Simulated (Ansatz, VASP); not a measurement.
## Two plane-wave programs on KMgF3

File INCAR:

```
ALGO = Normal
EDIFF = 1E-7
ENCUT = 520
GGA = PS
ISIF = 2
ISMEAR = 0
LASPH = T
LCHARG = T
LELF = T
LREAL = F
LVHAR = T
LWAVE = F
NBANDS = 24
NELM = 60
PREC = Accurate
SIGMA = 0.02
```

Contents of KPOINTS:

```
k-points
0
Gamma
  6 6 6
```

Contents of POSCAR:

```
KMgF3
1.0
    3.9505675814      0.0000000000      0.0000000000
    0.0000000000      3.9505675814      0.0000000000
    0.0000000000      0.0000000000      3.9505675814
K Mg F
1 1 3
Direct
    0.5000000000      0.5000000000      0.5000000000
    0.0000000000      0.0000000000      0.0000000000
    0.5000000000      0.0000000000      0.0000000000
    0.0000000000      0.5000000000      0.0000000000
    0.0000000000      0.0000000000      0.5000000000
```

Input for Ansatz:

```yaml
crystal:
  lattice:
    - [3.9505675813, 0.0, 0.0]
    - [0.0, 3.9505675813, 0.0]
    - [0.0, 0.0, 3.9505675813]
  atoms:
    - { symbol: K, position: [0.5, 0.5, 0.5] }
    - { symbol: Mg, position: [0.0, 0.0, 0.0] }
    - { symbol: F, position: [0.5, 0.0, 0.0] }
    - { symbol: F, position: [0.0, 0.5, 0.0] }
    - { symbol: F, position: [0.0, 0.0, 0.5] }
basis:
  ecutwfc: 420
kpoints:
  mp_grid: { grid: [6, 6, 6] }
hamiltonian:
  xc: pbesol
scf:
  occupations: { method: gaussian, width: 0.02 }
output:
  forces: true
  stress: true
  eigenvalues: true
```

Alike in both runs: task single point; functional PBEsol; k mesh 6 × 6 × 6; occupations gaussian, width 0.02 eV; no spin polarisation.

```csv
,VASP,Ansatz
version,VASP 6.6.1,Ansatz 0.2.0
potentials or method,"VASP PAW PBE potentials, release 64 (K_sv, Mg, F)","scalar-relativistic, plane waves, PAW"
plane-wave cutoff (eV),520,420
valence electrons in the cell,32,40
```

Ansatz gave:

| Item | Value |
| --- | --- |
| gap on the k mesh at the Fermi level (eV) | 7.35 |
| least direct gap on the mesh (eV) | 7.67 |
| pressure (GPa) | 2.4 |

Which values does VASP return?

gap on the k mesh at the Fermi level (eV): 7.32; least direct gap on the mesh (eV): 7.65; pressure (GPa): 2.0.

The two sets of potentials don't hold the same shells in valence.

Caveats: the PAW data sets were made with another functional, which shifts forces and pressure a little (VASP). A k mesh can miss the band edges.
